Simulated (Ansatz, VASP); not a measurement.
W in VASP and in Ansatz

Contents of INCAR:

```
SYSTEM = W
PREC = Accurate
ENCUT = 520
EDIFF = 1E-7
ISMEAR = -1
SIGMA = 0.05
LREAL = .FALSE.
LASPH = .TRUE.
NELM = 60
ALGO = Normal
ISIF = 2
LWAVE = .FALSE.
LCHARG = .FALSE.
GGA = CA
NBANDS = 13
```

File KPOINTS:

```
Automatic mesh
0
G
  11 11 11
  0 0 0
```

POSCAR

```
W
1.0
    0.0000000000      2.0567135898      2.0567135898
    2.0567135898      0.0000000000      2.0567135898
    2.0567135898      2.0567135898      0.0000000000
W
1
Direct
    0.0000000000      0.0000000000      0.0000000000
```

File input.yaml:

```yaml
crystal:
  lattice:
    - [0.0, 2.0567135898, 2.0567135898]
    - [2.0567135898, 0.0, 2.0567135898]
    - [2.0567135898, 2.0567135898, 0.0]
  atoms:
    - { symbol: W, position: [0.0, 0.0, 0.0] }
hamiltonian:
  xc: lda
  pseudopotentials: { kind: paw }
kpoints:
  mp_grid: { grid: [11, 11, 11] }
scf:
  occupations: { method: fermi_dirac, width: 0.05 }
output:
  forces: true
  stress: true
  eigenvalues: true
  write_density: true
  write_potential: true
  elf: true
  volumetric_format: npy
```

This isn't the form of W at room conditions, which is bcc.

Alike in both runs: task single point; functional LDA; k mesh 11 × 11 × 11; occupations fermi-dirac, width 0.05 eV; no spin polarisation.

```csv
,VASP,Ansatz
version,VASP 6.6.1,Ansatz 0.2.0
potentials or method,"VASP PAW LDA potentials, release 64 (W_sv)",Ansatz PAW
plane-wave cutoff (eV),520,420
valence electrons in the cell,14,14
```

```tsv
	VASP	Ansatz	Ansatz less VASP
gap on the k mesh at the Fermi level (eV)	none	none	-
pressure (GPa)	-25.2	-26.5	-1.23
```

A gap of «none» marks a metal or a gap that the smearing closes.

Caveats: so large a pressure means that the cell lies far from this level's equilibrium, or that cutoff or potentials fall short (VASP); the PAW data sets come from PBE, with cores solved anew for the run's functional, which leaves a small shift of forces and pressure (Ansatz). Spin-orbit coupling is left out, which matters for the levels of W.
